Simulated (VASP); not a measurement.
Input of a VASP 6.6.1 run:

File POSCAR:

```
Co
1.0
    2.4873648738      0.0000000000      0.0000000000
   -1.2436824369      2.1541211692      0.0000000000
    0.0000000000      0.0000000000      4.0632895034
Co
2
Direct
    0.6666666700      0.3333333300      0.2598610000
    0.3333333300      0.6666666700      0.7401390000
```

INCAR.step1

```
  ALGO = Normal
  EDIFF = 1E-4
  ENCUT = 520
  GGA = PE
  ISMEAR = 0
  ISPIN = 2
  LASPH = T
  LCHARG = F
  LMAXMIX = 4
  LREAL = F
  LWAVE = T
  MAGMOM = 3 3
  NBANDS = 20
  NELM = 150
  PREC = Accurate
  SIGMA = 0.1
```

INCAR.step2

```
  ALGO = Normal
  EDIFF = 1E-6
  ENCUT = 520
  ISIF = 2
  ISMEAR = 0
  ISPIN = 2
  ISTART = 1
  LASPH = T
  LCHARG = T
  LELF = T
  LMAXMIX = 4
  LMIXTAU = T
  LORBIT = 11
  LREAL = F
  LVHAR = T
  LWAVE = F
  MAGMOM = 3 3
  METAGGA = R2SCAN
  NBANDS = 20
  NELM = 150
  PREC = Accurate
  SIGMA = 0.1
```

KPOINTS

```
k-points
0
Gamma
  9 9 4
```

Potentials or basis: VASP PAW PBE potentials, release 64 (Co).

Command:

```sh
$ cat potpaw_PBE.64/Co/POTCAR > POTCAR
$ cp INCAR.step1 INCAR
$ mpirun -np 1 vasp_std > vasp.out
$ cp INCAR.step2 INCAR
$ mpirun -np 1 vasp_std > vasp.out
```

(1) What does it give for the largest force?

(2) Estimate the band gap on the k mesh.

(3) What does it give for the net moment?

(4) What does it give for the pressure?

Answers

(1) 0.165 eV/Å.

(2) none (metal or under the smearing width).

(3) 3.64 μB per cell.

(4) -2.7 GPa.

Caveat: the k mesh is coarse (spacing up to 0.39 Å⁻¹), so the values aren't converged; the PAW data sets were made with another functional, which shifts forces and pressure a little.
